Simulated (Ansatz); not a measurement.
**Cs under changes of volume**

One of the cells (122.477 Å³/atom); the others are scaled copies at fixed shape and fractional positions:

```
Cs
1.0
    -3.12847    3.12847    3.12847
     3.12847   -3.12847    3.12847
     3.12847    3.12847   -3.12847
Cs
1
Direct
  0.00000 0.00000 0.00000
```

- Program: Ansatz 0.2.0
- Functional: PBEsol
- Potentials or basis: all-electron LAPW, scalar-relativistic
- Cutoff: 46 eV (chosen from the basis error)
- Basis error allowed: 0.0005 eV/atom
- k mesh: 6 × 6 × 6
- Occupations: fermi-dirac, width 0.05 eV
- Spin: no spin polarisation

| volume (Å³/atom) | energy over the lowest point (meV/atom) | pressure (GPa) |
| --- | --- | --- |
| 115.128 | 0.00 | -0.1 |
| 117.578 | 1.75 | -0.1 |
| 120.027 | 4.01 | -0.2 |
| 122.477 | ? | ? |
| 124.926 | 9.82 | -0.2 |
| 127.376 | 13.30 | -0.2 |
| 129.825 | 17.13 | -0.3 |

**Question.** What does the run at 122.477 Å³/atom give?

**Answer.** Energy over the lowest point 6.70 meV/atom; pressure -0.2 GPa.

Worked out: A Birch-Murnaghan fit of order 3 (a polynomial in V^(-2/3)) to the other rows has no minimum within the range. It gives 6.71 meV/atom at 122.477 Å³/atom, against the run's 6.70, and -dE/dV = -0.2 GPa, against -0.2.

Energies are extrapolated to zero smearing.
